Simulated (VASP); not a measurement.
# SiC (Moissanite): input slips in a relaxation and what they do, part 2 of 2

Some relaxations of SiC (Moissanite) get a fault in the input on purpose. Which of them show, and how? The starting structure is a measured crystal structure from the Crystallography Open Database. The first relaxation on each setting starts from this cell expanded by 3 % in volume.

VASP 6.6.1.

Results so far: reference 10.35 Å³ an atom; a smearing far too wide 10.38 Å³ an atom.

## Step 4: Relaxation with only the volume free (ISIF = 7)

Level of this step: PBEsol; plane waves and PAW (Si, C) (VASP).

A slip made on purpose: only the volume free (ISIF = 7). Against step 2 the input has ISIF = 7 (also changed: NELM).

Contents of INCAR:

```
SYSTEM = SiC
PREC = Accurate
ENCUT = 520
EDIFF = 1E-06
NELM = 60
ISMEAR = 0
SIGMA = 0.03
LREAL = .FALSE.
ALGO = Normal
GGA = PS
NBANDS = 36
LORBIT = 11
LWAVE = .FALSE.
LCHARG = .FALSE.
KPAR = 16
IBRION = 2
NSW = 50
ISIF = 7
EDIFFG = -0.006
```

Contents of POSCAR:

```
SiC
1.0
    3.1115069345      0.0000000000      0.0000000000
   -1.5557534673      2.6946440494      0.0000000000
    0.0000000000      0.0000000000     15.2745602347
Si C
6 6
Direct
    0.3333333333      0.6666666667      0.8329000000
    0.6666666667      0.3333333333      0.3329000000
    0.6666666667      0.3333333333      0.6664000000
    0.3333333333      0.6666666667      0.1664000000
    0.0000000000      0.0000000000      0.5000000000
    0.0000000000      0.0000000000      0.0000000000
    0.0000000000      0.0000000000      0.8746000000
    0.0000000000      0.0000000000      0.3746000000
    0.3333333333      0.6666666667      0.7080000000
    0.6666666667      0.3333333333      0.2080000000
    0.6666666667      0.3333333333      0.5412000000
    0.3333333333      0.6666666667      0.0412000000
```

Contents of KPOINTS:

```
Automatic mesh
0
Gamma
9 9 2
0 0 0
```

Potentials, in the order of the species: Si and C (PBE family, release 64).

Launch:

```bash
mpirun -np 16 vasp_std
```

The log of the run:

```text
[... set-up lines as in an earlier step ...]
 entering main loop
       N       E                     dE             d eps       ncg     rms          rms(c)
DAV:   1     0.115783923495E+03    0.11578E+03   -0.21562E+04  1728   0.118E+03
DAV:   2    -0.936613678030E+02   -0.20945E+03   -0.19666E+03  2272   0.207E+02
DAV:   3    -0.105505171663E+03   -0.11844E+02   -0.11760E+02  2264   0.464E+01
DAV:   4    -0.105688664376E+03   -0.18349E+00   -0.18312E+00  2208   0.658E+00
[...]
DAV:  10    -0.954246005149E+02   -0.34979E-03   -0.16104E-03  2152   0.178E-01    0.865E-02
DAV:  11    -0.954246265578E+02   -0.26043E-04   -0.13213E-04  2136   0.626E-02    0.152E-02
DAV:  12    -0.954246260798E+02    0.47801E-06   -0.85816E-06  2156   0.132E-02
   1 F= -.95424626E+02 E0= -.95424626E+02  d E =-.954246E+02
[... from here on, the cycles between the ionic steps are left out ...]
   2 F= -.95417033E+02 E0= -.95417033E+02  d E =0.759264E-02
   5 F= -.95503286E+02 E0= -.95503286E+02  d E =-.405400E-05
   9 F= -.95503299E+02 E0= -.95503299E+02  d E =-.131579E-06
  13 F= -.95503299E+02 E0= -.95503299E+02  d E =0.570162E-08
  17 F= -.95503299E+02 E0= -.95503299E+02  d E =0.241789E-07
  21 F= -.95503299E+02 E0= -.95503299E+02  d E =0.219870E-07
  25 F= -.95503299E+02 E0= -.95503299E+02  d E =0.110049E-09
  29 F= -.95503299E+02 E0= -.95503299E+02  d E =0.233740E-09
  33 F= -.95503299E+02 E0= -.95503299E+02  d E =0.100954E-09
  37 F= -.95503299E+02 E0= -.95503299E+02  d E =0.327418E-10
  41 F= -.95503299E+02 E0= -.95503299E+02  d E =0.153705E-09
  45 F= -.95503299E+02 E0= -.95503299E+02  d E =0.139153E-09
  49 F= -.95503299E+02 E0= -.95503299E+02  d E =-.354703E-10
  50 F= -.95503299E+02 E0= -.95503299E+02  d E =-.120963E-09
[...]
opt :   0.3556  next Energy=   -95.503299 (dE=-0.121E-09)
```

Wall time 1.9 min (16 MPI ranks of AMD EPYC 9R45, shared host); peak memory 5.4 GiB.

From OUTCAR (step 4):

```text
  Total        0.0926679      0.0926679     -0.1853358     -0.0000000      0.0000000      0.0000000
  in kB        1.1953070      1.1953070     -2.3906141     -0.0000000      0.0000000      0.0000000
  external PRESSURE =      -0.0000000 kB  Pullay stress =       0.0000000 kB

 POSITION                                       TOTAL-FORCE (eV/Angst)
 -----------------------------------------------------------------------------------
     -0.00000      1.77821     12.59316        -0.000000      0.000000      0.100700
      1.53998      0.88911      5.03333        -0.000000      0.000000      0.100700
      1.53998      0.88911     10.07574         0.000000     -0.000000     -0.000848
     -0.00000      1.77821      2.51591        -0.000000      0.000000     -0.000848
      0.00000      0.00000      7.55983        -0.000000      0.000000     -0.161858
      0.00000      0.00000      0.00000         0.000000     -0.000000     -0.161858
      0.00000      0.00000     13.22365         0.000000     -0.000000     -0.070643
      0.00000      0.00000      5.66382        -0.000000      0.000000     -0.070643
     -0.00000      1.77821     10.70472         0.000000     -0.000000     -0.041526
      1.53998      0.88911      3.14489        -0.000000      0.000000     -0.041526
      1.53998      0.88911      8.18276        -0.000000     -0.000000      0.174174
     -0.00000      1.77821      0.62293        -0.000000      0.000000      0.174174
 -----------------------------------------------------------------------------------
    total drift:                                0.000000      0.000000      0.000114

  FREE ENERGIE OF THE ION-ELECTRON SYSTEM (eV)
  ---------------------------------------------------
  free  energy   TOTEN  =       -95.5032990095 eV

  energy  without entropy=      -95.5032990094  energy(sigma->0) =      -95.50329901

[... 1 part as in an earlier step ...]

[... 2 further parts left out ...]
[key lines of the parts left out:]
E-fermi :   8.2231
```

Logs of long relaxations may skip ionic steps without a mark.

With only the volume free, forces and the rest of the stress can never meet EDIFFG, so the run used up its 50 ionic steps.

## Step 5: Relaxation with too few ionic steps

A slip made on purpose: too few ionic steps. Against step 2 the input has NSW = 2 (also changed: NELM).

Edit INCAR of step 4 so:

```diff
@@ -16,4 +16,4 @@
 IBRION = 2
-NSW = 50
-ISIF = 7
+NSW = 2
+ISIF = 3
 EDIFFG = -0.006
```

POSCAR is that of step 4.

KPOINTS is that of step 4.

Launch:

```bash
mpirun -np 16 vasp_std
```

The log of the run:

```text
[... set-up lines as in an earlier step ...]
 entering main loop
       N       E                     dE             d eps       ncg     rms          rms(c)
[... 12 cycles as in an earlier step ...]
   1 F= -.95424626E+02 E0= -.95424626E+02  d E =-.954246E+02
[...]
N       E                     dE             d eps       ncg     rms          rms(c)
DAV:   1    -0.955502474802E+02   -0.12562E+00   -0.57351E+00  1940   0.128E+01    0.282E+00
DAV:   2    -0.954469883265E+02    0.10326E+00   -0.24959E-01  2116   0.218E+00    0.139E+00
DAV:   3    -0.954206156927E+02    0.26373E-01   -0.74277E-02  2056   0.109E+00    0.257E-01
DAV:   4    -0.954180812170E+02    0.25345E-02   -0.55865E-03  2152   0.308E-01    0.133E-01
DAV:   5    -0.954175392134E+02    0.54200E-03   -0.63821E-04  1960   0.100E-01    0.108E-01
DAV:   6    -0.954175259227E+02    0.13291E-04   -0.38009E-05  2252   0.279E-02    0.336E-02
DAV:   7    -0.954174960656E+02    0.29857E-04   -0.47042E-05  1936   0.262E-02    0.643E-03
DAV:   8    -0.954174954528E+02    0.61281E-06   -0.13019E-06  1464   0.566E-03
   2 F= -.95417495E+02 E0= -.95417495E+02  d E =0.713063E-02
 trial-energy change:    0.007131  1 .order    0.013732   -0.318917    0.346382
 step:   0.4942(harm=  0.4794)  dis= 0.00396  next Energy=   -95.504234 (dE=-0.796E-01)
```

Wall time 14 s (16 MPI ranks); peak memory 4.9 GiB.

From OUTCAR (step 5):

```text
  Total        5.4812699      5.4812699      5.6549355     -0.0000000      0.0000000      0.0000000
  in kB       72.9603389     72.9603389     75.2719756     -0.0000000      0.0000000      0.0000000
  external PRESSURE =      73.7308844 kB  Pullay stress =       0.0000000 kB

 POSITION                                       TOTAL-FORCE (eV/Angst)
 -----------------------------------------------------------------------------------
     -0.00000      1.76017     12.45928         0.000000     -0.000000     -0.145445
      1.52435      0.88009      4.98254        -0.000000      0.000000     -0.145445
      1.52435      0.88009      9.96506        -0.000000      0.000000      0.072409
     -0.00000      1.76017      2.48832         0.000000     -0.000000      0.072409
      0.00000      0.00000      7.46971         0.000000      0.000000      0.134076
      1.52435      2.64026     14.94645         0.000000      0.000000      0.134076
     -1.52435      2.64026     13.07480         0.000000     -0.000000      0.013584
      1.52435      2.64026      5.59806        -0.000000      0.000000      0.013584
     -0.00000      1.76017     10.58518        -0.000000      0.000000      0.086031
      1.52435      0.88009      3.10844        -0.000000     -0.000000      0.086031
      1.52435      0.88009      8.10066         0.000000     -0.000000     -0.160657
     -0.00000      1.76017      0.62392        -0.000000      0.000000     -0.160657
 -----------------------------------------------------------------------------------
    total drift:                               -0.000000     -0.000000      0.000153

  FREE ENERGIE OF THE ION-ELECTRON SYSTEM (eV)
  ---------------------------------------------------
  free  energy   TOTEN  =       -95.4174954528 eV

  energy  without entropy=      -95.4174954528  energy(sigma->0) =      -95.41749545

[... 1 part as in an earlier step ...]

[... 2 further parts left out ...]
[key lines of the parts left out:]
E-fermi :   8.5877
```

The relaxation used up its 2 ionic steps (NSW) before forces and stress met EDIFFG.

## Step 6: Relaxation with an ionic step far too long

A slip made on purpose: an ionic step far too long. Against step 2 the input has IBRION = 1 and POTIM = 2 (also changed: NELM and NSW).

Edit INCAR of step 5 so:

```diff
@@ -15,5 +15,6 @@
 KPAR = 16
-IBRION = 2
-NSW = 2
+IBRION = 1
+NSW = 30
 ISIF = 3
 EDIFFG = -0.006
+POTIM = 2
```

POSCAR is that of step 5.

KPOINTS is that of step 5.

Launch:

```bash
mpirun -np 16 vasp_std
```

The log of the run:

```text
[... set-up lines as in an earlier step ...]
 entering main loop
       N       E                     dE             d eps       ncg     rms          rms(c)
[... 12 cycles as in an earlier step ...]
   1 F= -.95424626E+02 E0= -.95424626E+02  d E =-.954246E+02
[... from here on, the cycles between the ionic steps are left out ...]
   2 F= -.90411243E+02 E0= -.90411243E+02  d E =0.501338E+01
   3 F= -.95488617E+02 E0= -.95488617E+02  d E =-.507737E+01
   5 F= -.95483688E+02 E0= -.95483688E+02  d E =-.671240E+00
   7 F= -.95276928E+02 E0= -.95276928E+02  d E =-.784168E+00
   9 F= -.94341925E+02 E0= -.94341925E+02  d E =-.119524E+02
  11 F= -.89976812E+02 E0= -.89976812E+02  d E =-.133251E+03
  13 F= -.82149144E+02 E0= -.82147528E+02  d E =-.330207E+02
  15 F= -.74370095E+02 E0= -.74369287E+02  d E =-.168396E+02
  17 F= 0.86987335E+00 E0= 0.87146451E+00  d E =-.510512E+03
  19 F= -.21844358E+02 E0= -.21842512E+02  d E =-.342716E+02
  21 F= 0.80250626E+01 E0= 0.80262502E+01  d E =-.224053E+03
[...]
|     The electronic self-consistency was not achieved in the given           |
[...]
|     E        R    R   R    R   O     O  R    R      ###     ###     ###     |
|     EEEEEEE  R     R  R     R  OOOOOOO  R     R     ###     ###     ###     |
|                                                                             |
|     Orbital orthonormalization failed in the inversion of matrix            |
|     LAPACK: Routine ZPOTRF failed! kpoint: 1 spin: 1                        |
|                                                                             |
|     Possible solutions for this issue are:                                  |
|     - Please check whether the atoms are too close to each other.           |
|     - Decreasing POTIM might help during relaxations or MDs.                |
|     - Deleting CHGCAR or WAVECAR if incompatible with the structure.        |
|     - Try calculating without symmetrizing (ISYM = 0 or ISYM = -1).         |
|     - As last resort: using a different PAW for some of the atoms.          |
|                                                                             |
|       ---->  I REFUSE TO CONTINUE WITH THIS SICK JOB ... BYE!!! <----       |
|                                                                             |
 -----------------------------------------------------------------------------

1
1
1
1
1
1
1
1
1
1
1
1
1
1
1
1
```

Wall time 5.5 min (16 MPI ranks).

VASP stopped with this message: “Orbital orthonormalization failed in the inversion of matrix LAPACK: Routine ZPOTRF failed! kpoint: 1 spin: 1”.

## Step 7: Comparison

```
                            run            ended  volume (Å³/atom)  change (%)  pressure left (GPa)  core minutes
                      reference        converged            10.351           -                 0.01          13.2
        a smearing far too wide        converged            10.384        0.32                -0.01          10.9
only the volume free (ISIF = 7)    not converged                 -           -                    -          29.6
            too few ionic steps    not converged                 -           -                    -          3.79
     an ionic step far too long  stopped by VASP                 -           -                    -          88.3
```

Core minutes are wall time times ranks, summed over the relaxations behind a row (those for a bulk modulus apart), on shared hosts.

## Step 8: Summary of results

```yaml
volume_of_the_reference: 10.35 Å³/atom
volume_against_the_reference_a_smearing_far_too_wide: +0.32 %
run_with_only_the_volume_free: not converged
run_with_too_few_ionic_steps: not converged
run_with_an_ionic_step_far_too_long: stopped by VASP
```

What this shows: VASP stopped by itself in the run with an ionic step far too long. The runs with only the volume free (ISIF = 7) and too few ionic steps didn't converge. Finished, but with signs in the output that stand out against the reference: a smearing far too wide, with the volume changed by +0.3 % (signs: a large entropy term in the energy). The reference was restarted once and the runs with a slip weren't, so their cells may not have settled fully. Further runs on this material are not shown.

[Lines on the potential files, build, host, timing and source positions are cut from VASP's logs without a mark.]

[Logs are printed without paths, hosts, clocks, repeated set-up lines and the standing remarks that a program may print on its own settings, such as how far it seeks lower states.]

[Hosts, paths, dates, database ids (printed as entryN), source tags and the programs' standing remarks are cut or masked in the printed files.]
